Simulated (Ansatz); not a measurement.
TiO2 — ⁴⁹Ti NMR of the central transition

Cell: a Materials Project structure (computed, not necessarily an observed phase), atoms as given.

Space group Pbcn (No. 60); a = 4.5453, b = 5.5196, c = 4.9092 Å.

| site | Wyckoff | site symmetry | x | y | z |
| --- | --- | --- | --- | --- | --- |
| Ti | 4c | .2. | 0.5000 | 0.6730 | 0.7500 |
| O | 8d | 1 | 0.7285 | 0.6183 | 0.0814 |

One atom of each set is listed.

All values are calculated (Ansatz; DFT, PBE, plane waves and PAW, scalar-relativistic, 420 eV cutoff, Γ-centred 5×4×4 k-points, Fermi–Dirac smearing 0.02 eV), not measured.

⁴⁹Ti has I = 7/2 and Q = 247.0 mb (Pyykkö 2018); at 11.7 T its Larmor frequency is ν₀ = 28.1 MHz. Only the quadrupole interaction is simulated: positions count from each site's isotropic chemical shift, and shift anisotropy, dipolar and J coupling are left out.

(1) Simulate the second-order pattern (static powder, Gaussian broadening 4 kHz) of site Ti (6 O at 1.88–2.09 Å).

Results:

(1) The calculation gives C_Q = 16.3 MHz and η = 0.27, so ν_Q = 1.17 MHz and the centre of gravity lies at -881 ppm (-24.8 kHz).

(offset (kHz), height): (-112.0, 0), (-106.3, 2), (-100.7, 36), (-95.0, 50), (-89.3, 53), (-83.7, 56), (-78.0, 61), (-72.4, 67), (-66.7, 76), (-61.0, 100), (-55.4, 92), (-49.7, 73), (-44.0, 66), (-38.4, 61), (-32.7, 58), (-27.1, 56), (-21.4, 55), (-15.7, 54), (-10.1, 54), (-4.4, 54), (1.2, 49), (6.9, 43), (12.6, 46), (18.2, 50), (23.9, 56), (29.6, 67), (35.2, 99), (40.9, 82), (46.5, 55), (52.2, 36), (57.9, 2), (63.5, 0)
